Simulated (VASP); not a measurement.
ZnS, 2 atoms in the cell. It takes space group F-43m (No. 216, cubic). The conventional cell has a = 5.404 Å, b = 5.404 Å, c = 5.404 Å, α = 90.00°, β = 90.00°, γ = 90.00°. Around Zn (site symmetry -43m) lie 4 S at 2.34 Å. Around S (site symmetry -43m) lie 4 Zn at 2.34 Å. 

```yaml
Program: VASP 6.6.1
Task: relaxation of cell and atoms
Functional: HF
Potentials_or_basis: VASP PAW PBE potentials, release 64 (Zn, S)
Cutoff: 600 eV
k_mesh: 5 × 5 × 5
Occupations: fermi-dirac, width 0.05 eV
Spin: no spin polarisation
Grid_for_exact_exchange_PRECFOCK: Fast
Exchange_at_q_=_0: truncated
Further_INCAR_settings: ALGO = Normal; EDIFF = 1e-06; IBRION = 2; EDIFFG = -0.005; NSW = 40; ISIF = 3
```

Potentials or basis: VASP PAW PBE potentials, release 64 (Zn, S).

Launch:

```bash
$ cat potpaw_PBE.64/Zn/POTCAR potpaw_PBE.64/S/POTCAR > POTCAR
$ cp INCAR.step1 INCAR
$ mpirun -np 1 vasp_std > vasp.out
$ cp INCAR.step2 INCAR
$ mpirun -np 1 vasp_std > vasp.out
```

Hardware: 1 thread of Intel(R) Xeon(R) 6975P-C (Granite Rapids) (shared host).

Problem. How long does it take, and how much memory?

Solution. Wall time 15 min on 1 thread of Intel(R) Xeon(R) 6975P-C (Granite Rapids), with other jobs on the host, peak memory 0.19 GiB. Counts: scf iterations 49, k points 10, ion steps 3.
